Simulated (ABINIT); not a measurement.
# A GW chain in ABINIT: LiH (Fm-3m)

Aim: the G0W0 gap of LiH (Fm-3m) on PBE, step by step.

Method: PBE and many-body steps on it, plane waves, in ABINIT 10.8.3.

The database entry behind the starting cell differs from later determinations by our own check (the deuteride, about 0.2 % short), so it need not match the best structure at ambient conditions.

**1. Set-up**

The structure is cubic, space group Fm-3m (No. 225). The conventional cell has a = 4.074 Å, b = 4.074 Å, c = 4.074 Å, α = 90.00°, β = 90.00°, γ = 90.00°. Nearest to Li lie 6 H at 2.04 Å. Nearest to H lie 6 Li at 2.04 Å. Farther neighbours are not listed.

The cell and positions come from the Crystallography Open Database and are kept as given unless a step says otherwise.

**2. Ground state**

This step: ABINIT 10.8.3; DFT, PBE, plane waves, norm-conserving pseudopotentials.

The ground-state density comes first.

The input, run.abi:

```
acell 3*1.0 Angstrom
rprim 
  0.000000000000 2.036750000000 2.036750000000
  2.036750000000 -0.000000000000 2.036750000000
  2.036750000000 2.036750000000 -0.000000000000
ntypat 2
znucl 3 1
natom 2
typat 1 2
xred 
  0.000000000000 0.000000000000 0.000000000000
  0.500000000000 0.500000000000 0.500000000000
pp_dirpath "pseudos"
pseudos "Li.upf, H.upf"
ecut 33
ngkpt 8 8 8
nshiftk 1
shiftk 0 0 0
kptopt 1
chksymbreak 0
nband 7
occopt 1
tolvrs 1e-10
nstep 60
prtwf 0
optforces 0
optstress 0
indata_prefix "in"
outdata_prefix "out"
tmpdata_prefix "tmp"
```

The run is started by

```
OMP_NUM_THREADS=1 mpirun -n 8 abinit run.abi > log
```

Numbers of over 12 decimals in the logs are rounded to 6 here.

Output:

```text
.Version 10.8.3 of ABINIT. v10.8.2 released Aug 2026.

 Symmetries : space group Fm -3 m (#225); Bravais cF (face-center cubic)
================================================================================
 Values of the parameters that define the memory need of the present run
     intxc =       0    ionmov =       0      iscf =       7    lmnmax =       4
     lnmax =       4     mgfft =      30  mpssoang =       2    mqgrid =    3001
     natom =       2  nloc_mem =       1    nspden =       1   nspinor =       1
    nsppol =       1      nsym =      48    n1xccc =       0    ntypat =       2
    occopt =       1   xclevel =       2
-    mband =           7        mffmem =           1         mkmem =           4
       mpw =        1042          nfft =       27000          nkpt =          29
================================================================================
  Rough estimation (10% accuracy) of disk space for files :
================================================================================

--------------------------------------------------------------------------------
------------- Echo of variables that govern the present computation ------------
--------------------------------------------------------------------------------
 -outvars: echo values of preprocessed input variables --------
            acell      1.8897261259E+00  1.8897261259E+00  1.8897261259E+00 Bohr

      chksymbreak           0
             ecut      3.30000000E+01 Hartree
-          fftalg         312

              ixc     -101130
              kpt      0.00000000E+00  0.00000000E+00  0.00000000E+00
                       1.25000000E-01  0.00000000E+00  0.00000000E+00
                       2.50000000E-01  0.00000000E+00  0.00000000E+00
                       3.75000000E-01  0.00000000E+00  0.00000000E+00
                       5.00000000E-01  0.00000000E+00  0.00000000E+00
                       1.25000000E-01  1.25000000E-01  0.00000000E+00
                       2.50000000E-01  1.25000000E-01  0.00000000E+00
                       3.75000000E-01  1.25000000E-01  0.00000000E+00
                       5.00000000E-01  1.25000000E-01  0.00000000E+00
   [... 18 further rows ...]
                      -3.75000000E-01  5.00000000E-01  1.25000000E-01
                      -2.50000000E-01  5.00000000E-01  2.50000000E-01
         kptrlatt        8    0    0      0    8    0      0    0    8
          kptrlen      4.35453291E+01
P           mkmem           4
            natom           2
            nband           7
            ngfft          30      30      30
             nkpt          29
            nstep          60
             nsym          48
           ntypat           2
              occ      2.000000  2.000000  0.000000  0.000000  0.000000  0.000000
                       0.000000
        optforces           0
        optstress           0
            prtwf           0
            rprim      0.0000000000E+00  2.0367500000E+00  2.0367500000E+00
[...]
spgroup         225

           tolvrs      1.00000000E-10

             xred      0.0000000000E+00  0.0000000000E+00  0.0000000000E+00
[...]
znucl        3.00000    1.00000

================================================================================

 chkinp: Checking input parameters for consistency.

================================================================================
== DATASET  1 ==================================================================
-   mpi_nproc: 8, omp_nthreads: 1 (-1 if OMP is not activated)

--- !DatasetInfo
iteration_state: {dtset: 1, }
dimensions: {natom: 2, nkpt: 29, mband: 7, nsppol: 1, nspinor: 1, nspden: 1, mpw: 1042, }
cutoff_energies: {ecut:  33.0, pawecutdg:  -1.0, }
electrons: {nelect:   4.00000000E+00, charge:   0.00000000E+00, occopt:   1.00000000E+00, tsmear:   1.00000000E-02, }

 Real(R)+Recip(G) space primitive vectors, cartesian coordinates (Bohr,Bohr^-1):
 R(1)=  0.0000000  3.8488997  3.8488997  G(1)= -0.1299073  0.1299073  0.1299073
 R(2)=  3.8488997  0.0000000  3.8488997  G(2)=  0.1299073 -0.1299073  0.1299073
 R(3)=  3.8488997  3.8488997  0.0000000  G(3)=  0.1299073  0.1299073 -0.1299073
 Unit cell volume ucvol=  1.1403542E+02 bohr^3
 Angles (23,13,12)=  6.00000000E+01  6.00000000E+01  6.00000000E+01 degrees

 getcut: wavevector=  0.0000  0.0000  0.0000  ngfft=  30  30  30
         ecut(hartree)=     33.000   => boxcut(ratio)=   2.13368

--- Pseudopotential description ------------------------------------------------
- Li Generated using ONCVPSP code by D. R. Hamann
-  3.00000   3.00000  171031                  znucl, zion, pspdat
12 -101130 1 -1 1944                          pspcod,pspxc,lmax,lloc,mmax
     nproj     2     2
  pspatm : epsatm=    2.74360059
         --- l  ekb(1:nproj) -->
[...]
pspatm: atomic psp has been read  and splines computed

- H Generated using ONCVPSP code by D. R. Hamann
-  1.00000   1.00000  171031                  znucl, zion, pspdat
12 -101130 1 -1 1166                          pspcod,pspxc,lmax,lloc,mmax
     nproj     2     1
  pspatm : epsatm=    0.36186929
         --- l  ekb(1:nproj) -->
             0   -1.701123   -0.534484
             1   -0.503321
 pspatm: atomic psp has been read  and splines computed

   1.24218795E+01                                ecore*ucvol(ha*bohr**3)
--------------------------------------------------------------------------------

_setup2: Arith. and geom. avg. npw (full set) are    1032.553    1032.522

================================================================================

--- !BeginCycle
iteration_state: {dtset: 1, }
solver: {iscf: 7, nstep: 60, nline: 4, wfoptalg: 0, }
tolerances: {tolvrs: 1.00E-10, }

     iter   Etot(hartree)      deltaE(h)  residm     vres2
 ETOT  1  -7.811692    -7.812E+00 6.179E-02 2.587E+01
 ETOT  2  -7.817687    -5.995E-03 2.470E-04 4.040E-01
 ETOT  3  -7.817700    -1.248E-05 1.186E-04 6.596E-03
 ETOT  4  -7.817700    -1.199E-07 2.107E-04 1.152E-04
 ETOT  5  -7.817700    -3.355E-09 9.743E-05 1.581E-07
 ETOT  6  -7.817700    -7.535E-12 9.509E-05 2.306E-09
 ETOT  7  -7.817700    -1.954E-14 3.678E-05 2.465E-11

 At SCF step    7       vres2   =  2.47E-11 < tolvrs=  1.00E-10 =>converged.

--- !ResultsGS
iteration_state: {dtset: 1, }
comment   : Summary of ground state results
lattice_vectors:
- [  0.0000000,   3.8488997,   3.8488997, ]
- [  3.8488997,  -0.0000000,   3.8488997, ]
- [  3.8488997,   3.8488997,  -0.0000000, ]
lattice_lengths: [   5.44317,    5.44317,    5.44317, ]
lattice_angles: [ 60.000,  60.000,  60.000, ] # degrees, (23, 13, 12)
lattice_volume:   1.1403542E+02
convergence: {deltae: -1.954E-14, res2:  2.465E-11, residm:  3.678E-05, diffor:  0.000E+00, }
etotal    :  -7.81769999E+00
entropy   :   0.00000000E+00
fermie    :  -1.27892219E-02
cartesian_stress_tensor: null
pressure_GPa: null
xred      :
- [  0.0000E+00,   0.0000E+00,   0.0000E+00, Li]
- [  5.0000E-01,   5.0000E-01,   5.0000E-01,  H]
cartesian_forces: null
force_length_stats: {min: null, max: null, mean: null, }

 Integrated electronic density in atomic spheres:
 ------------------------------------------------
 Atom  Sphere_radius  Integrated_density
    1        2.00000          2.24993717
    2        2.00000          1.27207296
================================================================================

 ----iterations are completed or convergence reached----

 Mean square residual over all n,k,spin=   27.132E-08; max=  36.778E-06
 reduced coordinates (array xred) for    2 atoms
       0.000000000000      0.000000000000      0.000000000000
       0.500000000000      0.500000000000      0.500000000000
 rms dE/dt=  0.0000E+00; max dE/dt=  0.0000E+00; dE/dt below (all hartree)
    1       0.000000000000      0.000000000000      0.000000000000
    2       0.000000000000      0.000000000000      0.000000000000

 cartesian coordinates (angstrom) at end:
    1      0.000000     0.000000     0.000000
    2      2.036750     2.036750     2.036750
 length scales=  1.889726125908  1.889726125908  1.889726125908 bohr
              =  1.000000000000  1.000000000000  1.000000000000 angstroms
 prteigrs : about to open file out_EIG
 Fermi (or HOMO) energy (hartree) =  -0.01279   Average Vxc (hartree)=  -0.30380
 Eigenvalues (hartree) for nkpt=  29  k points:
 kpt#   1, nband=  7, wtk=  0.00195, kpt=  0.0000  0.0000  0.0000 (reduced coord)
  -1.64081   -0.20586    0.55593    0.62682    0.62682    0.62682    0.79790
 prteigrs : prtvol=0 or 1, do not print more k-points.

--- !EnergyTerms
iteration_state     : {dtset: 1, }
comment             : Components of total free energy in Hartree
kinetic             :  5.77687050537605E+00
hartree             :  1.64440145734382E+00
xc                  : -2.05284246565356E+00
Ewald energy        : -3.40272690322020E+00
psp_core            :  1.08930009251063E-01
local_psp           : -5.17068083719169E+00
non_local_psp       : -4.72165175675936E+00
total_energy        : -7.81769999085388E+00
total_energy_eV     : -2.12730454006327E+02
band_energy         : -3.46840377958160E+00

== END DATASET(S) ==============================================================
================================================================================

 -outvars: echo values of variables after computation  --------
           etotal     -7.8176999909E+00
            nband           7
             nkpt          29
          spgroup         225
 [... the other variables as echoed above ...]

 Calculation completed.
```

Wall time 1.9 s (8 MPI ranks of Arm Neoverse V2, shared host); peak memory 0.07 GiB; 14 s of CPU time.

This step gave:

```yaml
total_energy: -212.7305 eV
gap: 3.022 eV
k_of_the_valence_top: 0.5, 0.5, 0
k_of_the_conduction_bottom: 0.5, 0.5, 0
least_direct_gap: 3.022 eV
```

The gap is direct, at (0.500, 0.500, 0.000).

**3. Bands along the symmetry lines**

The cheap functional maps the bands first; the places of the edges decide which points the dearer methods must see.

The input, run.abi:

```
acell 3*1.0 Angstrom
rprim 
  0.000000000000 2.036750000000 2.036750000000
  2.036750000000 -0.000000000000 2.036750000000
  2.036750000000 2.036750000000 -0.000000000000
ntypat 2
znucl 3 1
natom 2
typat 1 2
xred 
  0.000000000000 0.000000000000 0.000000000000
  0.500000000000 0.500000000000 0.500000000000
pp_dirpath "pseudos"
pseudos "Li.upf, H.upf"
ecut 33
iscf -2
irdden 1
kptopt 0
nkpt 50
kpt 
  0.00000000 0.00000000 0.00000000
  0.06250000 0.00000000 0.06250000
  0.12500000 0.00000000 0.12500000
  0.18750000 0.00000000 0.18750000
  0.25000000 0.00000000 0.25000000
  0.31250000 0.00000000 0.31250000
  0.37500000 0.00000000 0.37500000
  0.43750000 0.00000000 0.43750000
  0.50000000 0.00000000 0.50000000
  0.51562500 0.03125000 0.51562500
  0.53125000 0.06250000 0.53125000
  0.54687500 0.09375000 0.54687500
  0.56250000 0.12500000 0.56250000
  0.57812500 0.15625000 0.57812500
  0.59375000 0.18750000 0.59375000
  0.60937500 0.21875000 0.60937500
  0.62500000 0.25000000 0.62500000
  0.37500000 0.37500000 0.75000000
  0.32812500 0.32812500 0.65625000
  0.28125000 0.28125000 0.56250000
  0.23437500 0.23437500 0.46875000
  0.18750000 0.18750000 0.37500000
  0.14062500 0.14062500 0.28125000
  0.09375000 0.09375000 0.18750000
  0.04687500 0.04687500 0.09375000
  0.00000000 0.00000000 0.00000000
  0.06250000 0.06250000 0.06250000
  0.12500000 0.12500000 0.12500000
  0.18750000 0.18750000 0.18750000
  0.25000000 0.25000000 0.25000000
  0.31250000 0.31250000 0.31250000
  0.37500000 0.37500000 0.37500000
  0.43750000 0.43750000 0.43750000
  0.50000000 0.50000000 0.50000000
  0.50000000 0.46875000 0.53125000
  0.50000000 0.43750000 0.56250000
  0.50000000 0.40625000 0.59375000
  0.50000000 0.37500000 0.62500000
  0.50000000 0.34375000 0.65625000
  0.50000000 0.31250000 0.68750000
  0.50000000 0.28125000 0.71875000
  0.50000000 0.25000000 0.75000000
  0.50000000 0.21875000 0.71875000
  0.50000000 0.18750000 0.68750000
  0.50000000 0.15625000 0.65625000
  0.50000000 0.12500000 0.62500000
  0.50000000 0.09375000 0.59375000
  0.50000000 0.06250000 0.56250000
  0.50000000 0.03125000 0.53125000
  0.50000000 0.00000000 0.50000000
istwfk *1
nband 9
nbdbuf 2
tolwfr 1e-08
nstep 40
prtwf 0
prtvol 0
indata_prefix "in"
outdata_prefix "out"
tmpdata_prefix "tmp"
```

Output:

```text
.Version 10.8.3 of ABINIT. v10.8.2 released Aug 2026.

 Symmetries : space group Fm -3 m (#225); Bravais cF (face-center cubic)
[... echo of the input left out ...]
== DATASET  1 ==================================================================
-   mpi_nproc: 8, omp_nthreads: 1 (-1 if OMP is not activated)

--- !DatasetInfo
iteration_state: {dtset: 1, }
dimensions: {natom: 2, nkpt: 50, mband: 9, nsppol: 1, nspinor: 1, nspden: 1, mpw: 1056, }
cutoff_energies: {ecut:  33.0, pawecutdg:  -1.0, }
electrons: {nelect:   4.00000000E+00, charge:   0.00000000E+00, occopt:   1.00000000E+00, tsmear:   1.00000000E-02, }

 Real(R)+Recip(G) space primitive vectors, cartesian coordinates (Bohr,Bohr^-1):
 R(1)=  0.0000000  3.8488997  3.8488997  G(1)= -0.1299073  0.1299073  0.1299073
 R(2)=  3.8488997  0.0000000  3.8488997  G(2)=  0.1299073 -0.1299073  0.1299073
 R(3)=  3.8488997  3.8488997  0.0000000  G(3)=  0.1299073  0.1299073 -0.1299073
 Unit cell volume ucvol=  1.1403542E+02 bohr^3
 Angles (23,13,12)=  6.00000000E+01  6.00000000E+01  6.00000000E+01 degrees

 getcut: wavevector=  0.0000  0.0000  0.0000  ngfft=  30  30  30
         ecut(hartree)=     33.000   => boxcut(ratio)=   2.13368

--- Pseudopotential description ------------------------------------------------
- Li Generated using ONCVPSP code by D. R. Hamann
-  3.00000   3.00000  171031                  znucl, zion, pspdat
12 -101130 1 -1 1944                          pspcod,pspxc,lmax,lloc,mmax
     nproj     2     2
  pspatm : epsatm=    2.74360059
         --- l  ekb(1:nproj) -->
             0   -4.951544   -1.544797
             1   -2.250661   -0.474685
 pspatm: atomic psp has been read  and splines computed

- H Generated using ONCVPSP code by D. R. Hamann
-  1.00000   1.00000  171031                  znucl, zion, pspdat
12 -101130 1 -1 1166                          pspcod,pspxc,lmax,lloc,mmax
     nproj     2     1
  pspatm : epsatm=    0.36186929
         --- l  ekb(1:nproj) -->
             0   -1.701123   -0.534484
             1   -0.503321
 pspatm: atomic psp has been read  and splines computed

--------------------------------------------------------------------------------

================================================================================
 prteigrs : about to open file out_EIG
 Non-SCF case, kpt    1 (  0.00000  0.00000  0.00000), residuals and eigenvalues=
  1.04E-09  5.73E-09  1.06E-09  9.15E-09  1.08E-09  6.52E-09  3.73E-09  6.83E-07
  9.41E-08
 -1.6408E+00 -2.0586E-01  5.5593E-01  6.2682E-01  6.2682E-01  6.2682E-01
[...]
Non-SCF case, kpt    2 (  0.06250  0.00000  0.06250), residuals and eigenvalues=
  4.88E-09  5.09E-09  3.30E-09  6.01E-10  5.35E-10  9.11E-10  8.80E-09  1.05E-07
  1.20E-07
 -1.6407E+00 -2.0249E-01  5.3564E-01  5.9928E-01  5.9928E-01  6.4245E-01
[...]
Non-SCF case, kpt    3 (  0.12500  0.00000  0.12500), residuals and eigenvalues=
  3.91E-09  2.31E-09  2.95E-09  8.49E-10  2.84E-09  5.00E-09  1.54E-09  2.70E-06
  8.58E-09
 -1.6405E+00 -1.9235E-01  4.9312E-01  5.4826E-01  5.4826E-01  6.5630E-01
[...]
Non-SCF case, kpt   49 (  0.50000  0.03125  0.53125), residuals and eigenvalues=
[...]
-1.6390E+00 -1.3086E-02  9.9547E-02  3.6416E-01  3.7742E-01  5.0546E-01
[...]
Non-SCF case, kpt   50 (  0.50000  0.00000  0.50000), residuals and eigenvalues=
[...]
-1.6390E+00 -1.2789E-02  9.8269E-02  3.7629E-01  3.7629E-01  4.9077E-01
[...]
--- !ResultsGS
iteration_state: {dtset: 1, }
comment   : Summary of ground state results
lattice_vectors:
- [  0.0000000,   3.8488997,   3.8488997, ]
- [  3.8488997,  -0.0000000,   3.8488997, ]
- [  3.8488997,   3.8488997,  -0.0000000, ]
lattice_lengths: [   5.44317,    5.44317,    5.44317, ]
lattice_angles: [ 60.000,  60.000,  60.000, ] # degrees, (23, 13, 12)
lattice_volume:   1.1403542E+02
convergence: {deltae:  0.000E+00, res2:  0.000E+00, residm:  9.990E-09, diffor:  0.000E+00, }
etotal    :  -7.81769999E+00
entropy   :   0.00000000E+00
fermie    :  -1.27892219E-02
cartesian_stress_tensor: null
pressure_GPa: null
xred      :
- [  0.0000E+00,   0.0000E+00,   0.0000E+00, Li]
- [  5.0000E-01,   5.0000E-01,   5.0000E-01,  H]
cartesian_forces: null
force_length_stats: {min: null, max: null, mean: null, }

 Integrated electronic density in atomic spheres:
 ------------------------------------------------
 Atom  Sphere_radius  Integrated_density
[...]
================================================================================

 ----iterations are completed or convergence reached----

 Mean square residual over all n,k,spin=   29.651E-10; max=  99.900E-10
 reduced coordinates (array xred) for    2 atoms
       0.000000000000      0.000000000000      0.000000000000
       0.500000000000      0.500000000000      0.500000000000

 cartesian coordinates (angstrom) at end:
    1      0.000000     0.000000     0.000000
    2      2.036750     2.036750     2.036750
 length scales=  1.889726125908  1.889726125908  1.889726125908 bohr
              =  1.000000000000  1.000000000000  1.000000000000 angstroms
 prteigrs : about to open file out_EIG
 Eigenvalues (hartree) for nkpt=  50  k points:
 kpt#   1, nband=  9, wtk=  1.00000, kpt=  0.0000  0.0000  0.0000 (reduced coord)
[...]
kpt#   2, nband=  9, wtk=  1.00000, kpt=  0.0625  0.0000  0.0625 (reduced coord)
[...]
kpt#   3, nband=  9, wtk=  1.00000, kpt=  0.1250  0.0000  0.1250 (reduced coord)
[...]
kpt#  49, nband=  9, wtk=  1.00000, kpt=  0.5000  0.0313  0.5313 (reduced coord)
  -1.63896   -0.01309    0.09955    0.36416    0.37742    0.50546    0.59859    1.20315
   1.22809
 kpt#  50, nband=  9, wtk=  1.00000, kpt=  0.5000  0.0000  0.5000 (reduced coord)
  -1.63897   -0.01279    0.09827    0.37629    0.37629    0.49077    0.59808    1.22697
   1.22753

== END DATASET(S) ==============================================================
================================================================================

 -outvars: echo values of variables after computation  --------
            nband           9
             nkpt          50
          spgroup         225
 [... the other variables as echoed above ...]

 Calculation completed.
```

Run time: 1.8 s. Hardware: 8 MPI ranks; peak memory 0.06 GiB.

This step gave:

```
gap                        : 3.022 eV
k of the valence top       : 0.5, 0, 0.5
k of the conduction bottom : 0.5, 0, 0.5
least direct gap           : 3.022 eV
```

The gap is 3.022 eV, as in the run before at this level.

Electronic bands along the path, in eV, zero at the top of the highest filled band; v1 is the highest filled band, c1 the lowest empty one:

```tsv
point	v2	v1	c1	c2	c3	c4
Γ	-44.30	-5.25	15.48	17.40	17.40	17.40
halfway	-44.28	-3.75	10.13	12.73	12.73	15.96
X	-44.25	0.00	3.02	10.59	10.59	13.70
halfway	-44.25	-0.08	3.30	8.96	10.86	15.50
U	-44.25	-0.47	4.13	7.41	11.68	15.68
jump to K	-44.25	-0.47	4.13	7.41	11.68	15.68
halfway	-44.27	-3.67	9.75	9.89	15.65	16.99
Γ	-44.30	-5.25	15.48	17.40	17.40	17.40
halfway	-44.28	-4.21	9.46	14.60	16.21	16.21
L	-44.26	-2.49	4.80	13.25	16.07	16.07
halfway	-44.26	-1.61	5.00	8.66	12.93	15.97
W	-44.25	-0.20	5.24	5.24	11.40	17.12
halfway	-44.25	-0.10	3.58	7.93	10.99	16.83
X	-44.25	0.00	3.02	10.59	10.59	13.70
```

The electronic bands as a text plot (rows in eV, shown from -8.0 to 9.0 only):

```
    8.7 |              ++     ++                      +       +
    8.0 |       ++       +    ++             ++              +
    7.2 |                 ++++                         +
    6.5 |                   ++                 +        +   +
    5.8 |         +                                      + +
    5.1 |                  +                    +++++++++++
    4.4 |                 +                                ++
    3.7 |          ++   ++                                   +
    3.0 |            +++                                      +++
    2.3 |
    1.6 |
    0.9 |
    0.2 |            ****                                  ******
   -0.6 |          **    **                             ***
   -1.3 |                  *                          **
   -2.0 |         *         **                      **
   -2.7 |       **            **                ****
   -3.4 |                       *            ***
   -4.1 |    ***                 **         *
   -4.8 | ***                      ***   ***
   -5.5 |*                            ***
   -6.2 |
   -6.9 |
   -7.6 |
         Γ           X  U|K            Γ         L        W     X
```

(Continued in part 2 of 2.)

[Paths, hosts, dates, memory and timing lines, banners, echoed tables and standing remarks are left out of the program output.]

[Logs are printed without paths, hosts, clocks, repeated set-up lines and the standing remarks that a program may print on its own settings, such as how far it seeks lower states.]

[Runs of the session that timed out or met a known fault of the program may be left out.]

[Hosts, paths, dates, database ids (printed as entryN), source tags and the programs' standing remarks are cut or masked in the printed files.]

[G0W0 gaps are taken among the corrected bands and points alone; a level outside them can change the order at an edge.]

[Where Ansatz stands beside ABINIT at settings called matched, ABINIT's density can come from a denser mesh and the files from another edition; pairs whose starting gaps differed by over 0.03 eV were left out, so agreement reads better than it is.]
